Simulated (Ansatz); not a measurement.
## Na4F3 and its competing phases

Level of theory: DFT PBE, scalar-relativistic, plane waves, PAW in Ansatz 0.2.0. Settings: cutoff 420 eV, Γ-centred meshes spaced at most about 0.3 Å⁻¹, and about 0.25 Å⁻¹ or finer for metals (2π included), Gaussian smearing. No spin polarisation.

The zero of energy is the elements' standard structures at the same level (F₂ as a molecule); no fitted shifts are applied.

Temperature and zero-point effects are left out. In Na4F3 P-43m an odd number of electrons in the primitive cell allows no gap without spin; a larger cell or a magnetic state could open one.

The competitors are the elements and 1 reference phase of this chemical system (from databases or known types: NaF), relaxed at the same level; other known phases may be missing.

The candidate was reached from: random cell.

Space group P-43m (No. 215). a = 5.273 Å, b = 5.273 Å, c = 5.273 Å, α = 90.00°, β = 90.00°, γ = 90.00°
```
atom  site  symmetry       x       y       z
  Na    4e       .3m  0.2634  0.2634  0.2634
   F    3c     -42.m  0.0000  0.5000  0.5000
```

Problem. Where does it stand against these competitors?

Solution. Not stable. Its formation energy is -2.158 eV/atom. The lowest competing mixture at this composition is this:

```json
{"phase": "Na", "space group": "-", "source": "element", "share of atoms": "0.1429", "ΔE_f (eV/atom)": "-0.0014"}
{"phase": "NaF", "space group": "Fm-3m (No. 225)", "source": "Materials Project", "share of atoms": "0.8571", "ΔE_f (eV/atom)": "-2.711"}
```

The lowest database cell of Na (-0.0014) lies slightly below the reference, hence the non-zero entry.

The mixture lies at -2.324 eV/atom, and the candidate lies 166 meV/atom above it. The candidate matches no cell in the subsets of the Crystallography Open Database and the Materials Project at hand. It is metastable at best. Whether it is a true minimum wasn't tested by phonons.
